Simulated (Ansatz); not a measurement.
MgS:

```
S Mg
1.0
     0.00000    2.83312    2.83312
     2.83312    0.00000    2.83312
     2.83312    2.83312    0.00000
S Mg
1 1
Direct
  0.25000 0.25000 0.25000
  0.00000 0.00000 0.00000
```

The cell comes from a database or a generator and needn't be the stable form of this composition.

Base run:

| Property | Result |
| --- | --- |
| Program | Ansatz 0.2.0 |
| Functional | HSE06 |
| Potentials or basis | all-electron PAW datasets made for the crystal |
| Cutoff | 250 eV (chosen from the basis error) |
| k mesh | 6 × 6 × 6 |
| Occupations | fermi-dirac, width 0.05 eV |
| Spin | no spin polarisation |

Its results: band gap on the k mesh 4.51 eV, direct; pressure -0.1 GPa.

Task: The run is repeated on the same cell with these changes: functional from HSE06 to PBE; cutoff from 250 eV (chosen from the basis error) to 200 eV (chosen from the basis error). What comes out?

Result: Band gap on the k mesh 3.45 eV, direct; pressure 0.9 GPa.

HSE06 gives the wider gap, since exact exchange removes part of the self-interaction.

A k mesh can miss the band edges.

The runs don't all hold the same shells in valence.
